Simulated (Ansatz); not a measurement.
Results of PBEsol (plane waves, PAW; Ansatz, a first-principles code) for fluorite SrF2.

A relaxed, unreconstructed slab of the (111) face has 18 atoms, two equal faces of 14.359 Å² each and an energy of -30595.5970 eV. A bulk cell of 9 atoms with the same orientation and in-plane k mesh has -15298.1409 eV. Energies are extrapolated to zero smearing.

Run with plane-wave cutoff 500 eV, 12×12×1 k mesh (along the axes of the cell as run), gaussian smearing 0.02 eV, scalar-relativistic PAW data made under PBE.

Worked out: γ = (E_slab − N E_bulk per atom)/2A = [-30595.5970 − 18 × (-15298.1409/9)]/(2 × 14.359) = 0.0238 eV/Å². With 16.022 J/m² per eV/Å² this is 0.38 J/m², or 0.34 eV per surface cell and face.
